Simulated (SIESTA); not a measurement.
# CuO (Tenorite) under changes of volume

One of the cells (10.163 Å³/atom); the others are scaled copies at fixed shape and fractional positions:

```
CELL_PARAMETERS angstrom
2.34465 -1.71340 0.00000
2.34465 1.71340 0.00000
-0.86055 0.00000 5.05944
ATOMIC_POSITIONS crystal
Cu 0.49680 0.00320 0.50000
Cu 0.00320 0.49680 0.00000
O 0.40560 0.57140 0.75370
O 0.57140 0.40560 0.25370
```

```yaml
Program: SIESTA 5.4.2
Functional: LDA
Potentials_or_basis: PseudoDojo 0.4 standard (LDA files)
Basis: DZP (energy shift 0.003 Ry; two zetas on semicore shells)
Grid_cutoff: 800 Ry
Energy_shift: 0.003 Ry
k_mesh: 10 × 10 × 5
Occupations: fermi-dirac, width 0.05 eV
Spin: no spin polarisation
```

```csv
volume (Å³/atom),energy over the lowest point (meV/atom),pressure (GPa),largest force (eV/Å)
9.553,2.02,3.9,0.953
9.756,0.00,-0.6,0.879
9.959,3.29,-4.5,0.808
10.163,11.28,-8.0,0.754
10.366,?,?,?
10.569,39.40,-13.9,0.733
10.772,58.56,-16.3,0.732
```

Q: What does the run at 10.366 Å³/atom give?

A: Energy over the lowest point 23.48 meV/atom; pressure -11.1 GPa; largest force 0.740 eV/Å.

Worked out: A Birch-Murnaghan fit of order 3 (a polynomial in V^(-2/3)) to the other rows has its minimum at 9.73 Å³/atom with B0 = V·E''(V) = 204 GPa and B' = 4.7 at fixed shape and positions, which overstates the stiffness. It gives 23.49 meV/atom at 10.366 Å³/atom, against the run's 23.48, and -dE/dV = -11.1 GPa, against -11.1.

Energies are extrapolated to zero smearing.

Caveats: short orbitals over semicore shells can move pressures by several GPa; the basis of atomic orbitals isn't converged, which shifts pressures, moduli and gaps; the run has no spin polarisation, though such a crystal can be magnetic.
